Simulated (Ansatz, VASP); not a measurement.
# Pt in VASP and in Ansatz

```xyz
1
Lattice="0.0000 1.9852 1.9852 1.9852 0.0000 1.9852 1.9852 1.9852 0.0000" Properties=species:S:1:pos:R:3 pbc="T T T"
Pt    0.0000    0.0000    0.0000
```

Alike in both runs: functional PBE; k mesh 18 × 18 × 18; occupations fermi-dirac, width 0.05 eV; no spin polarisation.

Ansatz relaxed the structure, and its values are those at the end. VASP's run is a single point on that final structure, the one shown.

```csv
,VASP,Ansatz
version,VASP 6.6.1,Ansatz 0.2.0
potentials or method,"VASP PAW PBE potentials, release 64 (Pt)","PAW with Ansatz's default frozen-core files, scalar-relativistic"
plane-wave cutoff (eV),520,420
valence electrons in the cell,10,18
```

|  | VASP | Ansatz | Ansatz less VASP |
| --- | --- | --- | --- |
| pressure (GPa) | -0.5 | 0.0 | +0.48 |

The functional is the same, so the differences come from potentials, cutoffs and numerics. The two sets of potentials don't hold the same shells in valence.

Spin-orbit coupling is left out, which matters for the levels of Pt.
